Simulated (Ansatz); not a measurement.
SiNi:

```
CELL_PARAMETERS angstrom
5.17310 0.00000 0.00000
0.00000 3.33810 0.00000
0.00000 0.00000 5.60490
ATOMIC_POSITIONS crystal
Ni 0.99221 0.75000 0.81248
Ni 0.50779 0.25000 0.31248
Ni 0.49221 0.75000 0.68752
Ni 0.00779 0.25000 0.18752
Si 0.67872 0.25000 0.91750
Si 0.82128 0.75000 0.41750
Si 0.17872 0.25000 0.58250
Si 0.32128 0.75000 0.08250
```

| Quantity | Value |
| --- | --- |
| Program | Ansatz 0.2.0 |
| Task | relaxation of cell and atoms |
| Functional | BLYP |
| Dispersion | D3(BJ) |
| Potentials or basis | Ansatz PAW |
| Cutoff | 420 eV (not typed: the program's choice for these potentials) |
| k mesh | 5 × 8 × 5 |
| Occupations | fermi-dirac, width 0.05 eV |
| Spin | collinear spin, ferromagnetic start |
| Starting moments | [1.0, 1.0, 1.0, 1.0, 0.0, 0.0, 0.0, 0.0] μB |

At the start: volume 12.10 Å³/atom.

Problem. How do energy, volume and symmetry change on relaxing?

Solution. It ends after 6 steps and the volume is 11.88 Å³/atom (-1.8 %); space group Pnma (No. 62, to 0.05 Å); moment 0.00 μB per cell.

The path:
```tsv
step	energy change (eV)	largest force (eV/Å)	volume (Å³)
1	0.0000	0.2157	96.79
2	-0.0266	0.1189	95.93
3	-0.0371	0.0241	94.86
4	-0.0373	0.0112	95.02
5	-0.0373	0.0016	95.04
6	-0.0367	0.0015	95.04
```

Final structure:
```
Ni Si
1.0
     5.08696    0.00000    0.00000
     0.00000    3.35186    0.00000
     0.00000    0.00000    5.57401
Ni Si
4 4
Direct
  0.99256 0.75000 0.80926
  0.50744 0.25000 0.30926
  0.49256 0.75000 0.69074
  0.00744 0.25000 0.19074
  0.68075 0.25000 0.91587
  0.81925 0.75000 0.41587
  0.18075 0.25000 0.58413
  0.31925 0.75000 0.08413
```

The cell as given is a measured one (12.10 Å³/atom); BLYP+D3(BJ) puts the equilibrium volume -1.8 % from it, thermal expansion not counted.

Caveat: the plane-wave basis is chosen anew once the cell has moved, so the energies of steps on either side of that aren't comparable; pairwise dispersion overbinds metals, which lowers pressure and volume; the PAW data sets come from PBE, with cores solved anew for the run's functional, which leaves a small shift of forces and pressure; the starting moments weren't kept.
